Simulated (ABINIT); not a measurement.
# SrO (P6_3/mmc) in ABINIT: reference runs

Aim: a first look at SrO with PBE, on the cell as given.

Everything below comes from runs of ABINIT 10.8.3 (patched build). Logs are shortened: lines on timing, memory, paths and dates and some standing lists are left out, and cuts for length are marked. The log counts tension as positive stress, the text compression.

## 1. The structure

It takes space group P6_3/mmc (No. 194, hexagonal). Conventional cell: a = 3.553 Å, b = 3.553 Å, c = 6.217 Å, α = 90.00°, β = 90.00°, γ = 120.00°. Around Sr (site symmetry -6m2) lie 6 O at 2.57 Å. O (site symmetry -3m) is surrounded by 6 Sr at 2.57 Å.

Measurements of this composition are mostly on another form, of space group No. 225.

## 2. Single point, PBE

Input file run.abi:

```
# Pseudopotentials
pp_dirpath "./"
pseudos "Sr.GGA_PBE-JTH.xml, O.GGA_PBE-JTH.xml"

# Structure
acell 6.7147413324 6.7147413324 11.7490017557
rprim
     1.0000000000     0.0000000000     0.0000000000
    -0.5000000000     0.8660254038     0.0000000000
     0.0000000000     0.0000000000     1.0000000000
ntypat 2
znucl 38 8
natom 4
typat 1 1 2 2
xcart
     1.7766440453     1.0257459176     4.6629779850
    -0.0000000002     2.0514918355     1.5543259950
     0.0000000000     0.0000000000     3.1086519900
     0.0000000000     0.0000000000     0.0000000000 Angstrom

# Plane-wave basis
ecut 23.0
pawecutdg 45.0
pawxcdev 0

# k points
kptopt 1
ngkpt 9 9 5
nshiftk 1
shiftk 0.0 0.0 0.0

# Exchange and correlation
ixc 11

# Bands and occupations
nband 20
occopt 3
tsmear 0.05 eV

# SCF cycle
nstep 100
tolvrs 1.0e-9

# Output
iomode 3
prtwf 0
prtden 0
prteig 0
prtebands 0
```

Potentials or basis: JTH PAW PBE v2.0.

The run is started by

```
> abinit run.abi > log 2>&1
```

run.abo:

```text
.Version 10.8.3 of ABINIT
 Symmetries : space group P6_3/m m c (#194); Bravais hP (primitive hexag.)
================================================================================
 Values of the parameters that define the memory need of the present run
     intxc =       0    ionmov =       0      iscf =      17    lmnmax =      18
     lnmax =       6     mgfft =      54  mpssoang =       3    mqgrid =    3548
     natom =       4  nloc_mem =       2    nspden =       1   nspinor =       1
    nsppol =       1      nsym =      24    n1xccc =       1    ntypat =       2
    occopt =       3   xclevel =       2
       mpw =        2433          nfft =       48600          nkpt =          36
 PAW method is used; the additional fine FFT grid is defined by:
   mgfftf=        72    nfftf =    145800
================================================================================
================================================================================

--------------------------------------------------------------------------------
------------- Echo of variables that govern the present computation ------------
--------------------------------------------------------------------------------
 -outvars: echo values of preprocessed input variables --------
            acell      6.7147413324E+00  6.7147413324E+00  1.1749001756E+01 Bohr
              amu      8.76200000E+01  1.59994000E+01
             ecut      2.30000000E+01 Hartree
              ixc          11
         kptrlatt        9    0    0      0    9    0      0    0    5
          kptrlen      5.87450088E+01
            natom           4
            nband          20
            ngfft          30      30      54
          ngfftdg          45      45      72
             nkpt          36
            nstep         100
             nsym          24
           ntypat           2
           occopt           3
        pawecutdg      4.50000000E+01 Hartree
         pawxcdev           0
           prtden           0
        prtebands           0
           prteig           0
            prtwf           0
            rprim      1.0000000000E+00  0.0000000000E+00  0.0000000000E+00
                      -5.0000000000E-01  8.6602540380E-01  0.0000000000E+00
                       0.0000000000E+00  0.0000000000E+00  1.0000000000E+00
          spgroup         194
           tolvrs      1.00000000E-09
           tsmear      1.83746611E-03 Hartree
            typat      1  1  2  2
           useylm           1
           xangst      1.7766440445E+00  1.0257459180E+00  4.6629779839E+00
                       5.9901605158E-10  2.0514918351E+00  1.5543259961E+00
                       5.9901673122E-10  1.0209339740E-09  3.1086519900E+00
                       5.9901673122E-10  1.0209339740E-09  2.1210573926E-09
            xcart      3.3573706673E+00  1.9383788599E+00  8.8117513208E+00
                       1.1319762825E-09  3.8767577178E+00  2.9372504429E+00
                       1.1319775668E-09  1.9292856036E-09  5.8745008819E+00
                       1.1319775668E-09  1.9292856036E-09  4.0082175694E-09
             xred      6.6666666700E-01  3.3333333367E-01  7.5000000034E-01
                       3.3333333367E-01  6.6666666700E-01  2.5000000034E-01
                       3.3446576989E-10  3.3176961178E-10  5.0000000034E-01
                       3.3446576989E-10  3.3176961178E-10  3.4115388292E-10
            znucl       38.00000    8.00000

================================================================================

 chkinp: Checking input parameters for consistency.

================================================================================
== DATASET  1 ==================================================================

--- !DatasetInfo
iteration_state: {dtset: 1, }
dimensions: {natom: 4, nkpt: 36, mband: 20, nsppol: 1, nspinor: 1, nspden: 1, mpw: 2433, }
cutoff_energies: {ecut:  23.0, pawecutdg:  45.0, }
electrons: {nelect:   3.20000000E+01, charge:   0.00000000E+00, occopt:   3.00000000E+00, tsmear:   1.83746611E-03, }
meta: {optdriver: 0, ionmov: 0, optcell: 0, iscf: 17, paral_kgb: 0, }
...

 Exchange-correlation functional for the present dataset will be:
  GGA: Perdew-Burke-Ernzerhof functional - ixc=11
  J.P.Perdew, K.Burke, M.Ernzerhof, PRL 77, 3865 (1996)

 Real(R)+Recip(G) space primitive vectors, cartesian coordinates (Bohr,Bohr^-1):
 R(1)=  6.7147413  0.0000000  0.0000000  G(1)=  0.1489261  0.0859825  0.0000000
 R(2)= -3.3573707  5.8151366  0.0000000  G(2)=  0.0000000  0.1719650  0.0000000
 R(3)=  0.0000000  0.0000000 11.7490018  G(3)=  0.0000000  0.0000000  0.0851136
 Unit cell volume ucvol=  4.5876489E+02 bohr^3
 Angles (23,13,12)=  9.00000000E+01  9.00000000E+01  1.20000000E+02 degrees

 Coarse grid specifications (used for wave-functions):

[... 81 lines left out ...]
cartesian_forces: # hartree/bohr
- [ -1.00251264E-29,  -5.78800942E-30,  -0.00000000E+00, ]
- [  3.00753792E-29,   6.36681037E-29,  -0.00000000E+00, ]
- [ -1.00251264E-29,  -2.89400471E-29,  -0.00000000E+00, ]
- [ -1.00251264E-29,  -2.89400471E-29,  -0.00000000E+00, ]
force_length_stats: {min:   1.15760188E-29, max:   7.04141737E-29, mean:   3.58111817E-29, }
...

 Integrated electronic density in atomic spheres:
 ------------------------------------------------
 Atom  Sphere_radius  Integrated_density
    1        2.20670          7.34068080
    2        2.20670          7.34068080
    3        1.41465          4.50363033
    4        1.41465          4.50363033

================================================================================

 ----iterations are completed or convergence reached----

 Mean square residual over all n,k,spin=   92.860E-08; max=  38.954E-05
 reduced coordinates (array xred) for    4 atoms
       0.666666667001      0.333333333665      0.750000000341
       0.333333333668      0.666666666998      0.250000000341
       0.000000000334      0.000000000332      0.500000000341
       0.000000000334      0.000000000332      0.000000000341
 rms dE/dt=  1.4542E-28; max dE/dt=  0.0000E+00; dE/dt below (all hartree)
    1       0.000000000000     -0.000000000000      0.000000000000
    2      -0.000000000000     -0.000000000000      0.000000000000
    3       0.000000000000      0.000000000000      0.000000000000
    4       0.000000000000      0.000000000000      0.000000000000

 cartesian coordinates (angstrom) at end:
    1      1.77664404450098     1.02574591804031     4.66297798393947
    2      0.00000000059902     2.05149183505969     1.55432599606053
    3      0.00000000059902     0.00000000102093     3.10865199000000
    4      0.00000000059902     0.00000000102093     0.00000000212106

 cartesian forces (hartree/bohr) at end:
    1     -0.00000000000000    -0.00000000000000    -0.00000000000000
    2      0.00000000000000     0.00000000000000    -0.00000000000000
    3     -0.00000000000000    -0.00000000000000    -0.00000000000000
    4     -0.00000000000000    -0.00000000000000    -0.00000000000000
 frms,max,avg= 2.4097405E-29 6.3668104E-29   0.000E+00  0.000E+00  0.000E+00 h/b

 cartesian forces (eV/Angstrom) at end:
    1     -0.00000000000000    -0.00000000000000    -0.00000000000000
    2      0.00000000000000     0.00000000000000    -0.00000000000000
    3     -0.00000000000000    -0.00000000000000    -0.00000000000000
    4     -0.00000000000000    -0.00000000000000    -0.00000000000000
 frms,max,avg= 1.2391384E-27 3.2739455E-27   0.000E+00  0.000E+00  0.000E+00 e/A
 length scales=  6.714741332400  6.714741332400 11.749001755700 bohr
              =  3.553288087804  3.553288087804  6.217303975758 angstroms
 Fermi (or HOMO) energy (hartree) =   0.24580   Average Vxc (hartree)=  -0.37286
 Eigenvalues (hartree) for nkpt=  36  k points:
 kpt#   1, nband= 20, wtk=  0.00247, kpt=  0.0000  0.0000  0.0000 (reduced coord)
  -1.01985   -1.01589   -0.43722   -0.38120   -0.34626   -0.34626   -0.34517   -0.34431
  -0.34431   -0.29162    0.09043    0.15271    0.15271    0.16132    0.16132    0.18994
   0.30318    0.37435    0.37943    0.41809
      occupation numbers for kpt#   1
   2.00000    2.00000    2.00000    2.00000    2.00000    2.00000    2.00000    2.00000
   2.00000    2.00000    2.00000    2.00000    2.00000    2.00000    2.00000    2.00000
   0.00000    0.00000    0.00000    0.00000
 prteigrs : prtvol=0 or 1, do not print more k-points.

--- !EnergyTerms
iteration_state     : {dtset: 1, }
comment             : Components of total free energy in Hartree
kinetic             :  3.41317168406796E+01
hartree             :  1.74034733142852E+01
xc                  : -1.98294252848182E+01
Ewald energy        : -7.74999914565495E+01
psp_core            :  3.89377159254286E+00
local_psp           : -6.26807444012210E+01
PAW spherical_terms :  9.96525737826114E+00
internal            : -9.46159420168199E+01
'-kT*entropy'       :  2.50654162397075E-15
total_energy        : -9.46159420168199E+01
total_energy_eV     : -2.57463094324703E+03
...

--- !EnergyTermsDC
iteration_state     : {dtset: 1, }
comment             : '"Double-counting" decomposition of free energy'
band_energy         : -8.10923568196423E+00
Ewald energy        : -7.74999914565495E+01
psp_core            :  3.89377159254286E+00
xc_dc               : -1.56562311100524E+01
PAW spherical_terms :  2.75574667276031E+00
internal            : -9.46159399832630E+01
'-kT*entropy'       :  2.50654162397075E-15
total_energy_dc     : -9.46159399832630E+01
total_energy_dc_eV  : -2.57463088791113E+03
...

--- !EnergyTermsWithPAWCore
iteration_state     : {dtset: 1, }
comment             : 'Components of total free energy, including PAW core contributions'
Total energy        : -6.50986077659168E+03
Total energy DC     : -6.50986077455812E+03
Total energy (eV)   : -1.77142335999398E+05
Total energy DC (eV): -1.77142335944062E+05
...

 Cartesian components of stress tensor (hartree/bohr^3)
  sigma(1 1)= -4.32163162E-05  sigma(3 2)=  0.00000000E+00
  sigma(2 2)= -4.32163165E-05  sigma(3 1)=  0.00000000E+00
  sigma(3 3)= -3.50365709E-05  sigma(2 1)=  0.00000000E+00

-Cartesian components of stress tensor (GPa)         [Pressure=  1.1912E+00 GPa]
- sigma(1 1)= -1.27146792E+00  sigma(3 2)=  0.00000000E+00
- sigma(2 2)= -1.27146793E+00  sigma(3 1)=  0.00000000E+00
- sigma(3 3)= -1.03081150E+00  sigma(2 1)=  0.00000000E+00

== END DATASET(S) ==============================================================
================================================================================

 -outvars: echo values of variables after computation  --------
            acell      6.7147413324E+00  6.7147413324E+00  1.1749001756E+01 Bohr
           etotal     -9.4615939983E+01
            fcart     -1.0025126397E-29 -5.7880094237E-30 -0.0000000000E+00
                       3.0075379190E-29  6.3668103661E-29 -0.0000000000E+00
                      -1.0025126397E-29 -2.8940047119E-29 -0.0000000000E+00
                      -1.0025126397E-29 -2.8940047119E-29 -0.0000000000E+00
            rprim      1.0000000000E+00  0.0000000000E+00  0.0000000000E+00
                      -5.0000000000E-01  8.6602540380E-01  0.0000000000E+00
                       0.0000000000E+00  0.0000000000E+00  1.0000000000E+00
           strten     -4.3216316181E-05 -4.3216316484E-05 -3.5036570879E-05
                       0.0000000000E+00  0.0000000000E+00  0.0000000000E+00
           xangst      1.7766440445E+00  1.0257459180E+00  4.6629779839E+00
                       5.9901605158E-10  2.0514918351E+00  1.5543259961E+00
                       5.9901673122E-10  1.0209339740E-09  3.1086519900E+00
                       5.9901673122E-10  1.0209339740E-09  2.1210573926E-09
             xred      6.6666666700E-01  3.3333333367E-01  7.5000000034E-01
                       3.3333333367E-01  6.6666666700E-01  2.5000000034E-01
                       3.3446576989E-10  3.3176961178E-10  5.0000000034E-01
                       3.3446576989E-10  3.3176961178E-10  3.4115388292E-10
 Calculation completed.
```

Wall time 66 s (1 thread of Arm Neoverse V1, shared host); peak memory 0.17 GiB.

What came out:

| Property | Result |
| --- | --- |
| Free energy | -2574.6309 eV |
| Pressure | 1.2 GPa |
| Band gap on the k mesh | 3.08 eV, direct |
| Valence electrons inside the program's atomic spheres | Sr 7.34; O 4.50 |

Levels at points of the mesh, in eV from the valence-band top:
| k point | band 14 | band 15 | band 16 | band 17 | band 18 | band 19 |
| --- | --- | --- | --- | --- | --- | --- |
| (0.00, 0.00, 0.00) | -0.78 | -0.78 | 0.00 | 3.08 | 5.02 | 5.16 |

Caveat: an odd mesh through Γ misses points on the zone boundary, where band edges often lie.
